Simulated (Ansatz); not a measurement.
BN built on the rocksalt prototype (r2SCAN geometry), in Ansatz:

```cif
data_structure
_symmetry_space_group_name_H-M 'Fm-3m'
_symmetry_Int_Tables_number 225
_cell_length_a 3.4917
_cell_length_b 3.4917
_cell_length_c 3.4917
_cell_angle_alpha 90.000
_cell_angle_beta 90.000
_cell_angle_gamma 90.000
_cell_volume 42.57
loop_
_atom_site_label
_atom_site_type_symbol
_atom_site_symmetry_multiplicity
_atom_site_Wyckoff_symbol
_atom_site_fract_x
_atom_site_fract_y
_atom_site_fract_z
_atom_site_occupancy
B1 B 4 a 0.00000 0.00000 0.00000 1
N1 N 4 b 0.50000 0.00000 0.00000 1
```

G0W0@PBE with 40 empty bands, a screening cutoff of 140 eV and a 6×6×6 mesh (PAW, contour deformation) gives 1.697 eV over the mesh points, from a PBE gap of 1.186 eV; it sums over 44 bands with 51 plane waves in the screening and a wave cutoff of 420 eV. No extrapolation in bands, cutoff or mesh was made for G0W0. Note: simulated data, non-magnetic, for a generated structure that need not be the stable one.

(1) Estimate the gap with starting point LDA.

(2) Another run gave a Kohn-Sham gap of 1.328 eV and a G0W0 gap of 1.736 eV, summing over 44 bands with 51 plane waves in the screening and a wave cutoff of 500 eV. What was changed?

(3) Estimate the gap with potentials of the kind norm-conserving, with them a wave cutoff of 1240 eV.

## Answers

(1) 1.744 eV (+0.047 eV), from a Kohn-Sham gap of 1.349 eV.

(2) Starting point r2SCAN, with them a wave cutoff of 500 eV. The Kohn-Sham gap has moved while bands and screening basis stay; the higher wave cutoff is that of a meta-GGA.

(3) 1.717 eV (+0.020 eV), from a Kohn-Sham gap of 1.198 eV.
